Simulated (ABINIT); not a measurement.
Crystal: W.

```
W
1.0
     0.00000    2.03000    2.03000
     2.03000    0.00000    2.03000
     2.03000    2.03000    0.00000
W
1
Direct
  0.00000 0.00000 0.00000
```

This isn't the form of W at room conditions, which is bcc.

| Quantity | Value |
| --- | --- |
| Program | ABINIT 10.8.3 (patched build) |
| Task | single point |
| Functional | PBEsol |
| Potentials or basis | PseudoDojo NC SR PBEsol v0.4.1 standard |
| Cutoff | 1007 eV |
| k mesh | 11 × 11 × 11 |
| Occupations | fermi-dirac, width 0.05 eV |
| Spin | no spin polarisation |

On this cell: pressure -12.6 GPa; band gap on the k mesh none (metal or under the smearing width).

The same run follows on a disturbed copy (cell strained at random at fixed volume):

```
W
1.0
     0.01192    2.00823    2.03186
     2.02971    0.01106    2.03272
     2.05415    2.03352   -0.01337
W
1
Direct
  0.99325 0.99126 0.01410
```

What changes?

The energy (extrapolated to zero smearing) moves by -4.4 meV/atom; pressure -12.5 GPa; band gap on the k mesh none (metal or under the smearing width).

Stress tensor (GPa, compression positive):
```
-11.91   2.43  -0.73
  2.43 -14.30  -1.02
 -0.73  -1.02 -11.39
```

The energy falls, though the first cell shows no forces: that form is unstable against this distortion, unless noise or another electronic state is at work.
